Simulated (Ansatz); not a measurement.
# WSe2: the cost of one run

Program: Ansatz 0.2.0. Level of theory: DFT PBEsol, scalar-relativistic, plane waves, PAW. These are calculated values, not measurements.

4 further runs of the same task are left out: 3 that didn't finish, 1 set aside as unsound or not needed.

### Step 1. The starting structure

Symmetry: P-3m1, No. 164, trigonal system. The conventional cell has a = 3.271 Å, b = 3.271 Å, c = 23.983 Å, α = 90.00°, β = 90.00°, γ = 120.00°. W (site symmetry 3m) has 6 Se at 2.52 Å as nearest neighbours. Around Se (site symmetry 3m) lie 3 W at 2.52 Å.

Structure file:

```xyz
6
Lattice="3.2706 0.0000 0.0000 -1.6353 2.8324 0.0000 0.0000 0.0000 23.9835" Properties=species:S:1:pos:R:3 pbc="T T T"
W     1.6353    0.9441    3.3013
W     0.0000    1.8883   20.6822
Se    0.0000    1.8883    4.9733
Se    1.6353    0.9441   22.3566
Se    0.0000    1.8883    1.6269
Se    1.6353    0.9441   19.0101
```

It goes back to an entry of the Materials Project, which need not be the stable form.

This cell was relaxed beforehand with the same method: volume 37.03 Å³/atom, gap on the mesh 1.42 eV.

### Step 2. The reference cell

The reference gives a free energy of -42213.4929 eV, pressure 0.01 GPa, largest force 0.005 eV/Å and gap on the mesh 1.42 eV. It was computed beforehand with the settings of the runs below.

### Step 3. The scan: a strain scan

The cell is strained by ε times the Voigt pattern (1, 0, 0, 0, 0, 0) (xx, yy, zz, yz, xz, xy; engineering shear), with fractional coordinates fixed (clamped ions). The stress on the pattern is the sum of the stress components weighted by it, tension positive.

### Step 4. Point ε = -0.0600

input.yaml reads:

```yaml
crystal:
  lattice:
    - [3.0743772234, 0.0, 0.0]
    - [-1.5371886117, 2.8324348684, 0.0]
    - [0.0, 0.0, 23.9834862109]
  atoms:
    - { symbol: W, position: [0.6666666667, 0.3333333333, 0.1376486583] }
    - { symbol: W, position: [0.3333333333, 0.6666666667, 0.8623513417] }
    - { symbol: Se, position: [0.3333333333, 0.6666666667, 0.2073654518] }
    - { symbol: Se, position: [0.6666666667, 0.3333333333, 0.9321646899] }
    - { symbol: Se, position: [0.3333333333, 0.6666666667, 0.0678353101] }
    - { symbol: Se, position: [0.6666666667, 0.3333333333, 0.7926345482] }
basis:
  ecutwfc: 420
kpoints:
  mp_grid: { grid: [12, 12, 2] }
hamiltonian:
  xc: pbesol
scf:
  occupations: { method: gaussian, width: 0.05 }
output:
  forces: true
  stress: true
  eigenvalues: true
```

Launch:

```
$ ansatz run input.yaml --threads 1 --pin off --max-ram 2560MiB --backend cpu --events-out ev --progress --plain --runs-dir out
```

What time and memory should one allow on 1 thread of Arm Neoverse V2, shared host?

About 36 s, with a peak of 0.88 GiB.
